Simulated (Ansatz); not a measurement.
**How far is PAW off for InP?**

```xyz
2
Lattice="0.0000 2.9305 2.9305 2.9305 0.0000 2.9305 2.9305 2.9305 0.0000" Properties=species:S:1:pos:R:3 pbc="T T T"
In    0.0000    0.0000    0.0000
P     4.3957    4.3957    4.3957
```

Atom numbers follow the list: In1, P2.

The geometry is COD entry 1010146, unchecked; take it as a test cell. It is an old determination, and later ones may differ.

No spin–orbit coupling, which matters for the heavy atoms here.

All numbers are computed: DFT, LDA, PAW with Ansatz's default frozen-core files, scalar-relativistic (Ansatz 0.2.0); DFT, LDA, all-electron LAPW, scalar-relativistic (Ansatz 0.2.0).

For PAW: a Γ-centred 12×12×12 k mesh, Fermi–Dirac smearing of 0.05 eV, cutoff 420 eV, no spin polarisation; the PAW files were made with PBE, and the program remakes their frozen cores for this functional. LAPW targets a basis error of 1 meV/atom. The Ansatz runs share mesh, smearing and spin set-up. Plane-wave (PAW) pressures include the program's estimate of the Pulay term.

Stress and pressure are positive in compression.

Levels count from the top of the valence band.

```
                      quantity     PAW    LAPW
                pressure (GPa)   -1.19   -1.19
                 band gap (eV)   0.483   0.481
highest filled level at X (eV)  -2.358  -2.357
  lowest empty level at X (eV)   1.601   1.602
highest filled level at K (eV)  -1.972  -1.972
  lowest empty level at K (eV)   2.206   2.206
```
